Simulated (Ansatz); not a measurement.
# Thickness series of a Mo/SiC/W junction, part 2 of 6

Wanted: T(E), the conductance and its decay constant for Mo/SiC/W. The lower electrode is Mo bcc(001), the upper one W bcc(001); the barrier is SiC zinc blende(001) (Si and Si faces). In the first transport cell, after relaxation, the nearest pair of electrode and barrier is Mo–Si at 2.64 Å, at a slant, at the lower face and W–Si at 2.62 Å, at a slant, at the upper one. All share a net of side 3.15 Å, which strains the lower electrode by +0.0 %, the upper one by -0.6 % and the barrier by +1.7 %, against typed lattice constants near PBE's. The first steps treat the bulk electrodes alone.

Ansatz 0.2.0; PBE DFT, plane waves, PAW files (the session's first sound run).

So far: Starting point; The strained electrode, electrode Mo bcc(001); Layer spacing of the electrode, electrode W bcc(001).

## Step 4: Relaxing the interfaces

System of this step: Mo/SiC/W. The cell holds 17 atoms: 4 Mo, 5 Si, 4 C and 4 W. Its edges and angles: a = 3.150 Å, b = 3.150 Å, c = 38.640 Å, α = 90.0°, β = 90.0°, γ = 90.0°. Vacuum lies along c.

Tunnelling depends exponentially on distance, so the interfaces are relaxed first. A short slab in vacuum serves: only the barrier and the layers next to it are taken over, and later cells can add or drop layers in the barrier's middle. The dipole correction removes the field that unlike faces would set up across the vacuum.

Contents of input.yaml:

```yaml
crystal:
  lattice:
    - [3.15, 0.0, 0.0]
    - [0.0, 3.15, 0.0]
    - [0.0, 0.0, 38.6401491787]
  atoms:
    - { symbol: Mo, position: [0.5, 0.5, 0.2070385382] }
    - { symbol: Mo, position: [0.0, 0.0, 0.2477992504] }
    - { symbol: Mo, position: [0.5, 0.5, 0.2885599626] }
    - { symbol: Mo, position: [0.0, 0.0, 0.3293206748] }
    - { symbol: Si, position: [0.5, 0.0, 0.3860758575] }
    - { symbol: C, position: [0.0, 0.0, 0.4140756141] }
    - { symbol: Si, position: [0.0, 0.5, 0.4420753708] }
    - { symbol: C, position: [0.5, 0.5, 0.4700751274] }
    - { symbol: Si, position: [0.5, 0.0, 0.4980748841] }
    - { symbol: C, position: [0.0, 0.0, 0.5260746407] }
    - { symbol: Si, position: [0.0, 0.5, 0.5540743974] }
    - { symbol: C, position: [0.5, 0.5, 0.582074154] }
    - { symbol: Si, position: [0.5, 0.0, 0.6100739106] }
    - { symbol: W, position: [0.0, 0.0, 0.6693594546] }
    - { symbol: W, position: [0.5, 0.5, 0.7105601237] }
    - { symbol: W, position: [0.0, 0.0, 0.7517607928] }
    - { symbol: W, position: [0.5, 0.5, 0.7929614618] }
kpoints:
  mp_grid: { grid: [8, 8, 1] }
scf:
  occupations: { method: fermi_dirac, width: 0.1 }
  max_iter: 150
hamiltonian:
  xc: pbe
efield:
  axis: 3
  dipole_correction: true
relax:
  f_tol: 0.04
  max_steps: 60
output:
  forces: true
```

Launch:

```
$ ansatz run input.yaml --threads 4 --pin off --max-ram 12288MiB --backend cpu --events-out ev --progress --plain --runs-dir out
```

Numbers of over 12 decimals in the logs are rounded to 6 here.

What it wrote:

```text
[...]
Crystal: 17 atoms, lattice volume = 383.407 Å³
Basis set: ecut = 420 eV, 7593 PW (Γ), exchange–correlation on 48×48×540 points (8 copies of the dense FFT grid, shifted against one another)
Bands: 91, of which v1, the nominal top of the filled ones, is band 74 counted from 1 (73 counted from 0)
Symmetry: 4 space group operations
[...]
k-points: 25 of 64
[...]
SCF iter   1: F=—  HF=-65540.031049 eV  |F-HF|=—  |Δ(HF+E_count)|=         —  Δρ=9.94e-3  dr2=2.30e1  ethr=1.77e-3  p=-0.003 e·Å  D=-1.34e-3 V/Å  ΔV_dip=0.05 eV  dr2_dipole=2.38e1  V_vac-E_F(+/−)=4.38/4.32 eV  ⟨swp⟩=8.6  Hψ=11129  notcnv=0
efield: sawtooth ramp at fractional position 0.9500 (placed from the atoms, in the widest stretch of the axis that holds none; the zero of the levels goes with the place), width 0.1000; the density the first Hamiltonian is built on has a dipole p = -0.003 e·Å; the dipole correction subtracts the counter field D = -1.34e-3 V/Å, which shifts the + side's vacuum level by +0.05 eV against the − side's; the planar-averaged density in the ramp window peaks in size at 1.2e-4 e/Å³
[...]
SCF iter   2: F=—  HF=-65539.908095 eV  |F-HF|=—  |Δ(HF+E_count)|=   1.23e-1  Δρ=4.84e-3  dr2=1.53e0  ethr=1.77e-3  p=-0.020 e·Å  D=-9.55e-3 V/Å  ΔV_dip=0.37 eV  dr2_dipole=5.27e-1  V_vac-E_F(+/−)=4.18/3.81 eV  ⟨swp⟩=3.0  Hψ=3200  notcnv=0
[...]
SCF iter   7: F=-65539.857654 eV  HF=-65539.857660 eV  |F-HF|=5.50e-6  |Δ(HF+E_count)|=   2.28e-5  Δρ=3.39e-5  dr2=1.02e-5  ethr=2.70e-8  p=-0.018 e·Å  D=-8.66e-3 V/Å  ΔV_dip=0.33 eV  dr2_dipole=3.90e-6  V_vac-E_F(+/−)=4.22/3.89 eV  ⟨swp⟩=5.0  Hψ=7899  notcnv=0
WARN: efield: at this solve's end the planar-averaged density reaches 1.21e-5 e/Å³ inside the ramp window [0.9241, 0.0759] (bound 1e-5 e/Å³); the window's nearer edge stands 5.07 Å from this solve's nearest atom along the axis. Its work functions, free energy, forces, stress, dipole, levels and responses can be off, and this figure does not tell by how much. A short vacuum, a low `basis.ecutwfc` or `basis.ecutrho_ratio` and negative occupations (`scf.occupations.method`) can put density there. See the manual's quickstart, § The vacuum guard
SCF 1 converged in 7 iterations: F = -65539.857654 eV  dr2 = 1.02e-5
[...]
relax step   1: F+E_penalty+E_count = -65539.85765439 eV  Δ(F+E_penalty+E_count) = +0.000e0 eV  max|allowed force component| = 1.687e0 eV/Å  Δτ_max = 0.0000 Å  (7 SCF iters, dr2 threshold 4.00e-5 eV, accepted)
[...]
SCF iter   1: F=—  HF=-65540.388631 eV  |F-HF|=—  |Δ(HF+E_count)|=         —  Δρ=1.39e-2  dr2=2.26e0  ethr=1.54e-3  p=-0.018 e·Å  D=-8.66e-3 V/Å  ΔV_dip=0.33 eV  dr2_dipole=6.49e-2  V_vac-E_F(+/−)=4.35/4.01 eV  ⟨swp⟩=1.2  Hψ=8608  notcnv=0  defer=1
efield: sawtooth ramp at fractional position 0.9500 (handed on by an earlier solve), width 0.1000; the density the first Hamiltonian is built on has a dipole p = -0.018 e·Å; the dipole correction subtracts the counter field D = -8.66e-3 V/Å, which shifts the + side's vacuum level by +0.33 eV against the − side's; the planar-averaged density in the ramp window peaks in size at 1.3e-5 e/Å³
[...]
SCF iter   2: F=—  HF=-65540.282310 eV  |F-HF|=—  |Δ(HF+E_count)|=   1.06e-1  Δρ=6.56e-3  dr2=4.82e-1  ethr=1.52e-3  p=-0.012 e·Å  D=-5.54e-3 V/Å  ΔV_dip=0.21 eV  dr2_dipole=9.29e-3  V_vac-E_F(+/−)=3.98/3.77 eV  ⟨swp⟩=3.4  Hψ=4363  notcnv=0  defer=2
[...]
SCF iter   7: F=-65540.233959 eV  HF=-65540.233963 eV  |F-HF|=3.96e-6  |Δ(HF+E_count)|=   1.59e-5  Δρ=3.01e-5  dr2=7.63e-6  ethr=2.44e-8  p=-0.016 e·Å  D=-7.48e-3 V/Å  ΔV_dip=0.29 eV  dr2_dipole=1.52e-6  V_vac-E_F(+/−)=4.14/3.86 eV  ⟨swp⟩=4.9  Hψ=7346  notcnv=0
SCF 2 converged in 7 iterations: F = -65540.233959 eV  dr2 = 7.63e-6
[...]
relax step   2: F+E_penalty+E_count = -65540.23395888 eV  Δ(F+E_penalty+E_count) = -3.763e-1 eV  max|allowed force component| = 1.493e0 eV/Å  Δτ_max = 0.1947 Å  (7 SCF iters, dr2 threshold 1.00e-4 eV, accepted)
SCF iter   1: F=—  HF=-65540.686183 eV  |F-HF|=—  |Δ(HF+E_count)|=         —  Δρ=1.71e-2  dr2=1.40e1  ethr=3.10e-3  p=-0.016 e·Å  D=-7.48e-3 V/Å  ΔV_dip=0.29 eV  dr2_dipole=3.73e-1  V_vac-E_F(+/−)=4.08/3.79 eV  ⟨swp⟩=5.5  Hψ=6026  notcnv=0  defer=4
[...]
SCF iter   6: F=-65540.412411 eV  HF=-65540.412472 eV  |F-HF|=6.09e-5  |Δ(HF+E_count)|=   4.31e-6  Δρ=6.99e-5  dr2=6.92e-5  ethr=6.76e-8  p=-0.017 e·Å  D=-7.87e-3 V/Å  ΔV_dip=0.30 eV  dr2_dipole=2.11e-5  V_vac-E_F(+/−)=4.11/3.81 eV  ⟨swp⟩=3.9  Hψ=9637  notcnv=0
SCF 3 converged in 6 iterations: F = -65540.412411 eV  dr2 = 6.92e-5
relax step   3: F+E_penalty+E_count = -65540.41241065 eV  Δ(F+E_penalty+E_count) = -1.785e-1 eV  max|allowed force component| = 3.009e-1 eV/Å  Δτ_max = 0.1947 Å  (6 SCF iters, dr2 threshold 1.00e-4 eV, accepted)
[...]
relax step   4: F+E_penalty+E_count = -65540.43515957 eV  Δ(F+E_penalty+E_count) = -2.275e-2 eV  max|allowed force component| = 1.257e-1 eV/Å  Δτ_max = 0.0690 Å  (7 SCF iters, dr2 threshold 5.66e-6 eV, accepted)
[...]
relax step   5: F+E_penalty+E_count = -65540.43716402 eV  Δ(F+E_penalty+E_count) = -2.004e-3 eV  max|allowed force component| = 4.199e-2 eV/Å  Δτ_max = 0.0252 Å  (8 SCF iters, accepted)
SCF iter   1: F=—  HF=-65540.437305 eV  |F-HF|=—  |Δ(HF+E_count)|=         —  Δρ=3.98e-4  dr2=3.58e-3  ethr=2.57e-5  p=-0.017 e·Å  D=-7.98e-3 V/Å  ΔV_dip=0.31 eV  dr2_dipole=1.87e-5  V_vac-E_F(+/−)=4.12/3.82 eV  ⟨swp⟩=1.7  Hψ=2938  notcnv=0  defer=4
[...]
SCF iter   6: F=-65540.437378 eV  HF=-65540.437378 eV  |F-HF|=2.70e-8  |Δ(HF+E_count)|=   7.31e-8  Δρ=2.47e-6  dr2=6.38e-8  ethr=6.76e-11  p=-0.017 e·Å  D=-7.96e-3 V/Å  ΔV_dip=0.31 eV  dr2_dipole=8.54e-11  V_vac-E_F(+/−)=4.12/3.82 eV  ⟨swp⟩=5.1  Hψ=8357  notcnv=0
SCF 6 converged in 6 iterations: F = -65540.437378 eV  dr2 = 6.38e-8
relax step   6: F+E_penalty+E_count = -65540.43737800 eV  Δ(F+E_penalty+E_count) = -2.140e-4 eV  max|allowed force component| = 9.239e-3 eV/Å  Δτ_max = 0.0051 Å  (6 SCF iters, accepted)
SCF converged after 6 iterations
Free energy (F): -65540.437378 eV
[...]
Internal energy: -65540.142699 eV  (E = F + TS)
E sigma→0 (E₀):  -65540.290039 eV
Entropy (-TS):   -0.294679 eV (-17.334 meV/atom)
Fermi energy:    8.065098 eV
Dipole field:    D = -0.007967 V/Å  (p = -0.016881 e·Å, saw-weighted, corrected)
Work function:   Φ+ = 4.1231 eV   Φ− = 3.8153 eV
Levels:          The Fermi level and band energies are counted from a zero that moves with the ramp; work functions are not
[...]
--- Forces (eV/Å), atoms counted from 1 ---
  atom   1  Mo    -0.00000000     0.00000000    -0.00186401
  atom   2  Mo     0.00000000     0.00000000     0.00024087
  atom   3  Mo    -0.00000000     0.00000000    -0.00102865
  atom   4  Mo     0.00000000     0.00000000     0.00137276
  atom   5  Si     0.00000000     0.00000000     0.00670862
  atom   6  C     -0.00000000     0.00000000    -0.00923521
  atom   7  Si     0.00000000     0.00000000     0.00181946
  atom   8  C     -0.00000000     0.00000000    -0.00046958
  atom   9  Si     0.00000000     0.00000000     0.00196426
  atom  10  C      0.00000000     0.00000000     0.00022640
  atom  11  Si    -0.00000000     0.00000000    -0.00216564
  atom  12  C     -0.00000000     0.00000000    -0.00504971
  atom  13  Si     0.00000000     0.00000000     0.00858778
  atom  14  W     -0.00000000     0.00000000    -0.00141552
  atom  15  W      0.00000000     0.00000000     0.00062088
  atom  16  W     -0.00000000     0.00000000    -0.00024314
  atom  17  W     -0.00000000     0.00000000    -0.00000657
  max |Σ_I F_I| component: 6.30e-5 eV/Å
--- Relaxed structure (6 steps of the walk, 6 accepted, 0 SCFs on fresh bases) ---
  F+E_penalty+E_count = -65540.43737800 eV   max|allowed force component| = 9.239e-3 eV/Å
  atoms:
    - { symbol: Mo, position: [0.500000, 0.500000, 0.215055] }
    - { symbol: Mo, position: [5.375214483080433e-18, 0.0, 0.250431] }
    - { symbol: Mo, position: [0.500000, 0.500000, 0.293613] }
    - { symbol: Mo, position: [4.0089376925487324e-18, 0.0, 0.331283] }
    - { symbol: Si, position: [0.500000, 0.0, 0.386018] }
    - { symbol: C, position: [1.3916936090385312e-18, 0.0, 0.414757] }
    - { symbol: Si, position: [1.6592700669340802e-18, 0.500000, 0.442888] }
    - { symbol: C, position: [0.500000, 0.500000, 0.470434] }
    - { symbol: Si, position: [0.500000, 0.0, 0.498890] }
    - { symbol: C, position: [7.371771748305855e-19, 0.0, 0.526436] }
    - { symbol: Si, position: [1.6487280971401155e-18, 0.500000, 0.554881] }
    - { symbol: C, position: [0.500000, 0.500000, 0.582304] }
    - { symbol: Si, position: [0.500000, 0.0, 0.611149] }
    - { symbol: W, position: [-8.050125740293403e-18, 0.0, 0.665419] }
    - { symbol: W, position: [0.500000, 0.500000, 0.703948] }
    - { symbol: W, position: [-7.743447622688043e-18, 0.0, 0.747970] }
    - { symbol: W, position: [0.500000, 0.500000, 0.784559] }
```

Elapsed: 1.9 min, on 4 threads of Arm Neoverse V1, shared host; peak memory 1.5 GiB.

The steps of the relaxation:

```csv
step,energy less that of the first step (eV),largest force component (eV/Å)
1,0.0000,1.6870
2,-0.3763,1.4933
3,-0.5548,0.3009
4,-0.5775,0.1257
5,-0.5795,0.0420
6,-0.5797,0.0092
```

The run keeps the 4 symmetry operations that it works with, so distortions that break them were not tested.

The atoms that moved most (Å):

```csv
atom,dx,dy,dz,length
W17,0.000,0.000,-0.325,0.325
Mo1,0.000,0.000,0.310,0.310
W15,0.000,0.000,-0.255,0.255
Mo3,0.000,0.000,0.195,0.195
W14,0.000,0.000,-0.152,0.152
W16,0.000,0.000,-0.146,0.146
Mo2,0.000,0.000,0.102,0.102
Mo4,0.000,0.000,0.076,0.076
```

This step gave:

| Property | Result |
| --- | --- |
| free energy | -65540.4374 eV |
| Fermi energy | 8.065 eV |

The largest force component on a free atom ends at 0.0092 eV/Å. At one or more of this run's solves the program warned of density in the dipole ramp over its bound, where dipole, forces and levels can be off.

[end of part 2 of 6]

[Logs are printed without paths, hosts, clocks, repeated set-up lines and the standing remarks that a program may print on its own settings, such as how far it seeks lower states.]

[Hosts, paths, dates, database ids (printed as entryN), source tags and the programs' standing remarks are cut or masked in the printed files.]
